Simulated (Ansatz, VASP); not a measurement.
**Two plane-wave programs on MoH5**

```
H Mo
1.0
     2.72713    0.00000    0.00000
     0.00000    2.72713    0.00000
     0.00000    0.00000    7.72601
H Mo
5 1
Direct
  0.36528 0.00000 0.53254
  0.63472 0.00000 0.53254
  0.00000 0.36528 0.53254
  0.00000 0.63472 0.53254
  0.50000 0.50000 0.84940
  0.50000 0.50000 0.06591
```

Alike in both runs: functional PBE; k mesh 6 × 6 × 4; occupations gaussian, width 0.1 eV; no spin polarisation.

Ansatz relaxed the structure, and its values are those at the end. VASP's run is a single point on that final structure, the one shown.

|  | VASP | Ansatz |
| --- | --- | --- |
| version | VASP 6.6.1 | Ansatz 0.2.0 |
| potentials or method | VASP PAW PBE potentials, release 64 (H, Mo_sv) | scalar-relativistic, plane waves, PAW |
| plane-wave cutoff (eV) | 520 | 420 |
| valence electrons in the cell | 19 | 19 |

VASP gave:

```
gap on the k mesh at the Fermi level (eV) : none
pressure (GPa)                            : -0.1
rms of the force components (eV/Å)        : 0.006
```

Problem. What did Ansatz give for the same quantities?

Solution. gap on the k mesh at the Fermi level (eV): none; pressure (GPa): 0.0; rms of the force components (eV/Å): 0.001.

A gap of «none» marks a metal or a gap that the smearing closes.

Caveats: the k mesh is coarse (spacing up to 0.38 Å⁻¹), so the values aren't converged.
